In a crystal as stiff as molybdenum disilicide, MoSi₂, a volume change of one percent near equilibrium is worth about 2 GPa of pressure but only about 1 meV per atom of energy. Pressure grows roughly in proportion to the volume change, energy roughly with its square. At seven percent compression the two have reached about 18 GPa and 53 meV per atom. One curve is thus nearly straight and the other strongly bent, and this difference decides how a gap in each can be filled.

GPAW 26.7.0 calculations of MoSi₂ (space group I4/mmm) with the PBE functional, PAW data sets (gpaw-data 1.2.1) and no spin polarisation, using a 600 eV plane-wave cutoff, a 12×12×12 k mesh and Fermi-Dirac smearing of 0.05 eV. The cell is scaled at fixed shape and atomic fractions, and energies are counted from the minimum of the fitted curve.

```csv
volume (Å³/atom),energy (meV/atom),pressure (GPa)
12.61,53.03,18.390
12.88,27.06,12.640
13.15,10.23,7.480
13.42,1.61,2.840
13.68,?,?
13.95,5.71,-5.070
14.22,17.00,-8.420
```

The volume is that of the cell divided by its number of atoms. The energy is counted from the minimum of a curve fitted to the whole scan. A positive pressure means that the crystal pushes outward against its imposed volume, a negative one that it pulls inward. The row at 13.68 Å³ per atom is hidden: does the crystal push or pull there, how strongly, and at what cost in energy?

**Where the crystal is at rest**

The known pressures change sign between 13.42 and 13.95 Å³ per atom, so the energy minimum lies between these two volumes. A smooth curve through the six known pressures puts it at 13.59 Å³ per atom. The given cell, at 13.42, is therefore about 1.3 % too small for PBE, and its pressure of 2.84 GPa is the price. The hidden volume lies just on the other side of the minimum, where a weak inward pull is to be expected.

The same curve gives a bulk modulus of 207 GPa at the minimum. This is the pressure per relative change of volume, and it belongs to a cell whose shape and atomic fractions are held fixed. A crystal free to adjust them at the same equilibrium state could only be equally stiff or softer.

**Why a constant spring is not enough**

The resistance is not the same on both sides. The first step of the scan, from 12.61 to 12.88, changes the pressure by 5.75 GPa; the last, from 13.95 to 14.22, by only 3.35 GPa. The volume steps are equal, so the crystal stiffens as it is squeezed and softens as it is stretched. Near the minimum each added GPa of pressure raises the modulus by about 4.4 GPa.

The table shows this stiffening; its cause has to be argued from theory. Squeezing the atoms together confines the electrons and forces overlapping shells to stay orthogonal, which raises their kinetic energy. This repulsion rises more steeply at short distance than the attraction that binds the solid. Under compression the steep part takes over, and under tension it fades. The steeper the repulsion, the faster a solid stiffens under load.

The energies have to be read with more care. The smallest cell costs 3.1 times as much energy as the largest, which looks like strong stiffening. A spring of constant stiffness would already give a ratio of 2.5, because the smallest cell lies farther from the minimum. Only the rest of the contrast comes from the change in stiffness.

**The model and one estimate in full**

The Birch-Murnaghan equation builds the stiffening in. It measures compression by a strain $f$ relative to a reference volume $V_r$, here the middle of the scan, and writes the energy $E$ as a cubic in $f$:

$$f=\tfrac12\left[(V_r/V)^{2/3}-1\right],\qquad E=c_0+c_1f+c_2f^2+c_3f^3 .$$

The pressure is $P=-dE/dV$. Energies and pressures were fitted separately, each to the six known rows; the output after this text lists both fits.

The forecast can be followed by hand from the results of the pressure fit. The volumes are taken as evenly spaced, which agrees with their rounded values in the table; so close to the minimum, the rounding itself would matter. One step of the scan is $(14.22-12.61)/6=0.268$ Å³ per atom, or 1.97 % of the equilibrium volume. The given cell lies 1.32 % below equilibrium, so the next one lies $1.97-1.32=0.65$ % above it. The pressure is then about $-207\times0.0065=-1.35$ GPa. Softening during the stretch reduces the pull slightly, and the full fit gives −1.32 GPa.

The energy is the work done against this pull, which grows from zero, so half its final value counts. The stretch is $0.0065\times13.59=0.088$ Å³ per atom, and 1 GPa Å³ equals 6.24 meV. This gives $\tfrac12\times1.35\times0.088\times6.24=0.37$ meV per atom, while the fit to the energies gives 0.35. The energies place the minimum very slightly farther out than the pressures do, and so close to it even a small shift shows.

**The forecast**

At 13.68 Å³ per atom the crystal should pull inward weakly, with the fitted pressure of −1.32 GPa and a range from −1.40 to −1.25. The range also covers the −1.29 GPa that follows from the slope of the fitted energy. The energy should be the lowest of all rows but not zero: 0.35 meV per atom, with a range from 0.25 to 0.45. Since the energy zero comes from a fit to the whole scan, it carries a slight trace of the hidden row.

Two simpler recipes give different answers. A constant spring, fitted as a straight line to the six known pressures, predicts −0.52 GPa, which should be too weak a pull. The midpoint of the two neighbouring rows gives about −1.1 GPa for the pressure and 3.7 meV per atom for the energy. That energy should be far too high. The energy curve bends upward, so a straight line between two of its points runs above it, and near the minimum this excess outweighs the small value sought.

The withheld rows as computed:

```csv
volume (Å³/atom),energy (meV/atom),pressure (GPa)
13.68,0.35,-1.330
```

**What came out**

The computed values are −1.33 GPa and 0.35 meV per atom. The energy agrees with the forecast to the last printed digit, and the pressure differs from it by only a hundredth of a GPa. The row is also the lowest in energy, as expected. Such close agreement reflects an easy task: the hidden volume has known neighbours on both sides, and the curve between them is smooth. It shows that the equation of state interpolates this calculation well, which is no test of PBE against the real material.

The constant spring misses by 0.81 GPa, more than half of the pressure itself. Its error has a clear origin. The true pressure curve is steep at small volumes and flatter at large ones, so it sags below a straight line in the middle of the scan. At the hidden volume the line therefore makes the inward pull look weaker than it is.

**What to do with such a curve**

To fill a gap near the minimum, find the volume of zero pressure first and measure the volume change from there. Farther out, the change in stiffness has to be included as well. For a quick value without a fit, average the pressures of the two neighbours and not their energies. In this scan the midpoint pressure is 0.2 to 0.3 GPa too high for every inner row. The midpoint energy is 3 to 5 meV per atom too high, which at 13.68 is about nine times the value sought.

Before small pressures are compared, check that they share the same zero. The slope of the fitted energy gives pressures that are on average 0.04 GPa higher than the listed ones. A finite plane-wave basis can cause an offset of this kind if the pressures were computed directly as stresses; that is a guess, which a run at a higher cutoff would test. The offset is harmless at 18 GPa, but it is about 3 % of the pressure at 13.68.

For use at room temperature, the sign of a pressure near 1 GPa should not be taken over unchanged. The calculation holds the atoms still, whereas real atoms vibrate, and in most solids this pushes the volume outward. A rough estimate for a stiff crystal puts this push at the order of 1 GPa, comparable to the pull found here. Such a push moves the volume at rest by only about half a percent and lowers the modulus there by about two percent, but it can reverse the sign of a small pressure. In a hot furnace the push is several times larger.

The analysis program printed:

```
fit of energy on 6 rows: constant 1.611 +/- 0.0019, coefficient of f 720.9 +/- 0.24, coefficient of f2 80935 +/- 7.8, coefficient of f3 36935 +/- 714; rms 0.00157, worst 12.88 -0.00262, leave-one-out rms 0.00875
  rows outside the fit (model, value, miss): 13.68 0.3539, 0.35, 0.00386
fit of pressure on 6 rows: coefficient of g 2.841 +/- 0.0038, coefficient of gf 644.2 +/- 0.18, coefficient of gff 409.3 +/- 15; rms 0.00418, worst 13.95 0.00728, leave-one-out rms 0.0108
  rows outside the fit (model, value, miss): 13.68 -1.322, -1.33, 0.00822
fit of pressure on 6 rows: constant 225 +/- 9.9, coefficient of v -16.48 +/- 0.74; rms 0.842, worst 12.61 -1.21, leave-one-out rms 1.43
  rows outside the fit (model, value, miss): 13.68 -0.517, -1.33, 0.813
Volume of zero pressure from known rows, A^3/atom: 13.59
Bulk modulus from known rows, GPa: 207
Slope of bulk modulus with pressure, from known rows: 4.422
Given cell smaller than equilibrium by, percent: 1.324
Pressure drop over first step (12.61 to 12.88), GPa: 5.75
Pressure drop over last step (13.95 to 14.22), GPa: 3.35
Energy ratio of smallest to largest cell, table: 3.119
Same ratio for a constant spring about equilibrium: 2.484
Midpoint of neighbours for 13.68, pressure, GPa: -1.115
Midpoint of neighbours for 13.68, energy, meV/atom: 3.66
Pressure at 13.68 from slope of fitted energy, GPa: -1.294
Energy at 13.68 from half B times squared volume change, meV/atom: 0.3709
Mean of energy-slope pressure less listed pressure, known rows, GPa: 0.03583
```
